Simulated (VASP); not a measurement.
# BaTe (Fm-3m) in VASP: notebook

One crystal, BaTe, is run at these levels: PBE; tasks: single point, relaxation of cell and atoms.

Program: VASP 6.6.1. These are calculated values, not measurements. Logs are shortened: lines on timing, memory, paths and dates and some standing lists are left out, and cuts for length are marked.

## (1) The structure

Symmetry: Fm-3m, No. 225, cubic system. The conventional cell has a = 7.065 Å, b = 7.065 Å, c = 7.065 Å, α = 90.00°, β = 90.00°, γ = 90.00°. Around Ba (site symmetry m-3m) lie 6 Te at 3.53 Å. Te (site symmetry m-3m) has 6 Ba at 3.53 Å as nearest neighbours.

## (2) Single point, PBE

The input, INCAR:

```
SYSTEM = BaTe
PREC = Accurate
ENCUT = 520
EDIFF = 1E-7
ISMEAR = 0
SIGMA = 0.02
LREAL = .FALSE.
LASPH = .TRUE.
NELM = 100
ALGO = Normal
ISIF = 2
LWAVE = .FALSE.
LCHARG = .FALSE.
GGA = PE
NBANDS = 15
```

The input, KPOINTS:

```
Automatic mesh
0
G
  8 8 8
  0 0 0
```

The input, POSCAR:

```
BaTe
1.0
    0.0000000000      3.5322558740      3.5322558740
    3.5322558740      0.0000000000      3.5322558740
    3.5322558740      3.5322558740      0.0000000000
Ba Te
1 1
Direct
    0.0000000000      0.0000000000      0.0000000000
    0.5000000000      0.5000000000      0.5000000000
```

Potentials or basis: VASP PAW PBE potentials, release 64 (Ba_sv, Te).

Started as:

```console
$ cat potpaw_PBE.64/Ba_sv/POTCAR potpaw_PBE.64/Te/POTCAR > POTCAR
$ mpirun -np 1 vasp_std > vasp.out
```

OUTCAR:

```text
SYSTEM = BaTe
   PREC = Accurate
   ENCUT = 520
   EDIFF = 1E-7
   ISMEAR = 0
   LREAL = .FALSE.
   LASPH = .TRUE.
   NELM = 100
   ISIF = 2
   GGA = PE

 ion  position               nearest neighbor table
   1  0.000  0.000  0.000-   2 3.53   2 3.53   2 3.53   2 3.53   2 3.53   2 3.53
   2  0.500  0.500  0.500-   1 3.53   1 3.53   1 3.53   1 3.53   1 3.53   1 3.53

  LATTYP: Found a face centered cubic cell.
 ALAT       =     7.0645117480

  Lattice vectors:

 A1 = (   0.0000000000,   3.5322558740,   3.5322558740)
 A2 = (   3.5322558740,   0.0000000000,   3.5322558740)
 A3 = (   3.5322558740,   3.5322558740,   0.0000000000)

Analysis of symmetry for initial positions (statically):
=====================================================================
 Subroutine PRICEL returns:
 Original cell was already a primitive cell.

 Routine SETGRP: Setting up the symmetry group for a
 face centered cubic supercell.

 Subroutine GETGRP returns: Found 48 space group operations
 (whereof 48 operations were pure point group operations)
 out of a pool of 48 trial point group operations.

The static configuration has the point symmetry O_h .

Analysis of symmetry for dynamics (positions and initial velocities):
=====================================================================
 Subroutine PRICEL returns:
 Original cell was already a primitive cell.

 Routine SETGRP: Setting up the symmetry group for a
 face centered cubic supercell.

 Subroutine GETGRP returns: Found 48 space group operations
 (whereof 48 operations were pure point group operations)
 out of a pool of 48 trial point group operations.

The dynamic configuration has the point symmetry O_h .

 Subroutine INISYM returns: Found 48 space group operations
 (whereof 48 operations are pure point group operations),
 and found     1 'primitive' translations

----------------------------------------------------------------------------------------

                                     Primitive cell

  volume of cell :      88.1427

  direct lattice vectors                    reciprocal lattice vectors
     0.000000000  3.532255874  3.532255874    -0.141552599  0.141552599  0.141552599
     3.532255874  0.000000000  3.532255874     0.141552599 -0.141552599  0.141552599
     3.532255874  3.532255874  0.000000000     0.141552599  0.141552599 -0.141552599

  length of vectors
     4.995364163  4.995364163  4.995364163     0.245176294  0.245176294  0.245176294

  position of ions in fractional coordinates (direct lattice)
     0.000000000  0.000000000  0.000000000
     0.500000000  0.500000000  0.500000000

  ion indices of the primitive-cell ions
   primitive index   ion index
                 1           1
                 2           2

----------------------------------------------------------------------------------------

 KPOINTS: Automatic mesh

Automatic generation of k-mesh.
 Grid dimensions read from file:
 generate k-points for:    8    8    8

 Generating k-lattice:

  Cartesian coordinates                     Fractional coordinates (reciprocal lattice)
    -0.017694075  0.017694075  0.017694075     0.125000000  0.000000000  0.000000000
     0.017694075 -0.017694075  0.017694075     0.000000000  0.125000000  0.000000000
     0.017694075  0.017694075 -0.017694075     0.000000000  0.000000000  0.125000000

  Length of vectors
     0.030647037  0.030647037  0.030647037

  Shift w.r.t. Gamma in fractional coordinates (k-lattice)
     0.000000000  0.000000000  0.000000000

 Subroutine IBZKPT returns following result:
 ===========================================

 Found     29 irreducible k-points:

 Following reciprocal coordinates:
            Coordinates               Weight
  0.000000  0.000000  0.000000      1.000000
  0.125000  0.000000  0.000000      8.000000
  0.250000  0.000000  0.000000      8.000000
  0.375000  0.000000  0.000000      8.000000
  0.500000  0.000000  0.000000      4.000000
  0.125000  0.125000  0.000000      6.000000
[... 16 lines left out ...]
  0.500000  0.250000  0.125000     48.000000
 -0.375000  0.250000  0.125000     24.000000
 [... further k-points ...]
   k-points           NKPTS =     29   k-points in BZ     NKDIM =     29   number of bands    NBANDS=     15
   number of dos      NEDOS =    301   number of ions     NIONS =      2
   total plane-waves  NPLWV =  64000
   dimension x,y,z NGX =    40 NGY =   40 NGZ =   40
   dimension x,y,z NGXF=    80 NGYF=   80 NGZF=   80
   ions per type =               1   1
   NGX,Y,Z   is equivalent  to a cutoff of  13.31, 13.31, 13.31 a.u.
   NGXF,Y,Z  is equivalent  to a cutoff of  26.62, 26.62, 26.62 a.u.
 SYSTEM =  BaTe
   PREC   = accura    normal or accurate (medium, high low for compatibility)
   ISTART =      0    job   : 0-new  1-cont  2-samecut
   ICHARG =      2    charge: 1-file 2-atom 10-const
   ISPIN  =      1    spin polarized calculation?
   LNONCOLLINEAR =      F non collinear calculations
   LSORBIT =      F    spin-orbit coupling
   LASPH  =      T    aspherical Exc in radial PAW
   ENCUT  =  520.0 eV  38.22 Ry    6.18 a.u.   9.29  9.29  9.29*2*pi/ulx,y,z
   NELM   =    100;   NELMIN=  2; NELMDL= -5     # of ELM steps
   EDIFF  = 0.1E-06   stopping-criterion for ELM
   LREAL  =      F    real-space projection
   EDIFFG = 0.1E-05   stopping-criterion for IOM
   NSW    =      0    number of steps for IOM
   IBRION =     -1    ionic relax: 0-MD 1-quasi-New 2-CG
   NFREE  =      0    steps in history (QN), initial steepest desc. (CG)
   ISIF   =      2    stress and relaxation
   ISYM   =      2    0-nonsym 1-usesym 2-fastsym
   POTIM  = 0.5000    time-step for ionic-motion
   TEBEG  =    0.0;   TEEND  =   0.0 temperature during run
   PSTRESS=    0.0 pullay stress
   NELECT =      16.0000    total number of electrons
   NUPDOWN=      -1.0000    fix difference up-down
   EMIN   =  10.00;   EMAX   =-10.00  energy-range for DOS
   EFERMI =   0.00;   METHOD = LEGACY
   ISMEAR =     0;   SIGMA  =   0.02  broadening in eV -4-tet -1-fermi 0-gaus
   EFERMI_NEDOS =   21; number of points for ismear=-14 and -15
   IALGO  =     38    algorithm
   IMIX   =      4    mixing-type and parameters
     AMIX     =   0.40;   BMIX     =  1.00
     AMIX_MAG =   1.60;   BMIX_MAG =  1.00
  volume/ion in A,a.u.               =      44.07       297.41
  Fermi-wavevector in a.u.,A,eV,Ry     =   0.926942  1.751667 11.690424  0.859222
  Thomas-Fermi vector in A             =   2.052959
   LORBIT       =      0    0 simple, 1 ext, 2 COOP (PROOUT), +10 PAW based schemes
   GGA     = PE    functional components
   LHFCALC =     F    Hartree Fock is set to
   AEXX    =    0.0000 exact exchange contribution
   IVDW    =     0    specifies the selected vdW correction
   LEPSILON=     F    determine dielectric tensor
   LRPA    =     F    only Hartree local field effects (RPA)
 non-spin polarized calculation
 Gauss-broadening in eV      SIGMA  =   0.02
  energy-cutoff  :      520.00
  volume of cell :       88.14
 maximum number of plane-waves:      2421
 NGX is ok and might be reduce to    40
   NGX = 19   NGY = 19   NGZ = 19

 number of electron      16.0000000 magnetization

 Free energy of the ion-electron system (eV)
  ---------------------------------------------------
  ext. energy  EPLUGINS =         0.00000000
  ---------------------------------------------------
  free energy    TOTEN  =        -8.62864316 eV

  energy without entropy =       -8.62864316  energy(sigma->0) =       -8.62864316

 E-fermi :   2.2475     XC(G=0):  -8.1363

 val. band max:        2.1058549999   @ k =   0.0000   0.0000   0.0000
 cond. band min:       3.6836921379   @ k =   0.5000   0.5000   0.0000
 fundamental gap:      1.5778371380
 Fermi energy:         2.2475081465

 k-point     1 :       0.0000    0.0000    0.0000
  band No.  band energies     occupation
      1     -24.9863      2.00000
      2     -10.1310      2.00000
      3     -10.1310      2.00000
      4     -10.1310      2.00000
      5      -7.3755      2.00000
      6       2.1059      2.00000
      7       2.1059      2.00000
      8       2.1059      2.00000
      9       4.9106      0.00000
     10       5.0478      0.00000
     11       5.0478      0.00000
     12       5.0478      0.00000
     13       5.6359      0.00000
     14       5.6359      0.00000
     15       9.0895      0.00000

 k-point     2 :       0.1250    0.0000    0.0000
  band No.  band energies     occupation
      1     -24.9846      2.00000
      2     -10.1928      2.00000
      3     -10.1326      2.00000
      4     -10.1326      2.00000
      5      -7.2742      2.00000
      6       1.6062      2.00000
      7       1.8839      2.00000
      8       1.8839      2.00000
      9       5.0433      0.00000
     10       5.2370      0.00000
     11       5.2370      0.00000
     12       5.5917      0.00000
     13       6.0619      0.00000
     14       6.0619      0.00000
     15       9.5623      0.00000

 k-point     3 :       0.2500    0.0000    0.0000
  band No.  band energies     occupation
      1     -24.9806      2.00000
      2     -10.3287      2.00000
      3     -10.1365      2.00000
      4     -10.1365      2.00000
      5      -7.0383      2.00000
      6       0.7826      2.00000
      7       1.4687      2.00000
      8       1.4687      2.00000
      9       5.2179      0.00000
     10       5.7396      0.00000
     11       5.7396      0.00000
     12       6.8042      0.00000
     13       7.1062      0.00000
     14       7.1062      0.00000
     15      10.2739      0.00000
[... 343 lines left out ...]
 k-point    23 :       0.5000    0.2500    0.1250
  band No.  band energies     occupation
      1     -24.9744      2.00000
      2     -10.3934      2.00000
      3     -10.1999      2.00000
      4     -10.1576      2.00000
      5      -6.8967      2.00000
      6       0.3847      2.00000
      7       1.1314      2.00000
      8       1.3368      2.00000
      9       5.1895      0.00000
     10       6.5551      0.00000
     11       6.8973      0.00000
     12       7.0395      0.00000
     13       7.6692      0.00000
     14       9.2144      0.00000
     15       9.4298      0.00000

 k-point    24 :      -0.3750    0.2500    0.1250
  band No.  band energies     occupation
      1     -24.9731      2.00000
      2     -10.4161      2.00000
      3     -10.2023      2.00000
      4     -10.1661      2.00000
      5      -6.8569      2.00000
      6       0.3421      2.00000
      7       1.1067      2.00000
      8       1.1426      2.00000
      9       5.7830      0.00000
     10       6.0470      0.00000
     11       7.2412      0.00000
     12       7.4761      0.00000
     13       7.9516      0.00000
     14       8.8058      0.00000
     15       9.9745      0.00000

 [... further k-points ...]

------------------------ aborting loop because EDIFF is reached ----------------------------------------

  FORCE on cell =-STRESS in cart. coord.  units (eV):
  Direction    XX          YY          ZZ          XY          YZ          ZX
  --------------------------------------------------------------------------------------
  -------------------------------------------------------------------------------------
  Total        0.1656940      0.1656940      0.1656940      0.0000000      0.0000000      0.0000000
  in kB        3.0118325      3.0118325      3.0118325      0.0000000      0.0000000      0.0000000
  external PRESSURE =       3.0118325 kB  Pullay stress =       0.0000000 kB

 VOLUME and BASIS-vectors are now :
 -----------------------------------------------------------------------------
  energy-cutoff  :      520.00
  volume of cell :       88.14
      direct lattice vectors                 reciprocal lattice vectors
     0.000000000  3.532255874  3.532255874    -0.141552599  0.141552599  0.141552599
     3.532255874  0.000000000  3.532255874     0.141552599 -0.141552599  0.141552599
     3.532255874  3.532255874  0.000000000     0.141552599  0.141552599 -0.141552599

 POSITION                                       TOTAL-FORCE (eV/Angst)
 -----------------------------------------------------------------------------------
      0.00000      0.00000      0.00000        -0.000000     -0.000000      0.000000
      3.53226      3.53226      3.53226         0.000000      0.000000      0.000000
 -----------------------------------------------------------------------------------
    total drift:                                0.000000     -0.000000     -0.000000

  FREE ENERGIE OF THE ION-ELECTRON SYSTEM (eV)
  ---------------------------------------------------
  free  energy   TOTEN  =        -8.6286431558 eV

  energy  without entropy=       -8.6286431558  energy(sigma->0) =       -8.62864316
```

Run time: 74 s. Hardware: 1 thread of AMD EPYC 7R43 (Zen 3), shared host; peak memory 0.21 GiB.

What came out:

```yaml
Free_energy: -8.6286 eV
Pressure: 0.3 GPa
Band_gap_on_the_k_mesh: 1.58 eV, indirect (least direct gap 1.96 eV)
```

Levels at points of the mesh, in eV from the valence-band top:
| k point | band 5 | band 6 | band 7 | band 8 | band 9 | band 10 | band 11 | band 12 |
| --- | --- | --- | --- | --- | --- | --- | --- | --- |
| (0.00, 0.00, 0.00) | -9.48 | 0.00 | 0.00 | 0.00 | 2.80 | 2.94 | 2.94 | 2.94 |
| (0.50, 0.00, 0.00) | -8.82 | -2.16 | -1.07 | -1.07 | 4.15 | 4.69 | 4.83 | 4.83 |
| (0.50, 0.50, 0.00) | -9.28 | -1.12 | -0.38 | -0.38 | 1.58 | 4.38 | 4.53 | 5.47 |

Caveat: spin-orbit coupling is left out, which moves the levels of the heavy elements. A hybrid or GW would open this gap; PBE tends to underestimate it.

(Continued in part 2 of 2.)
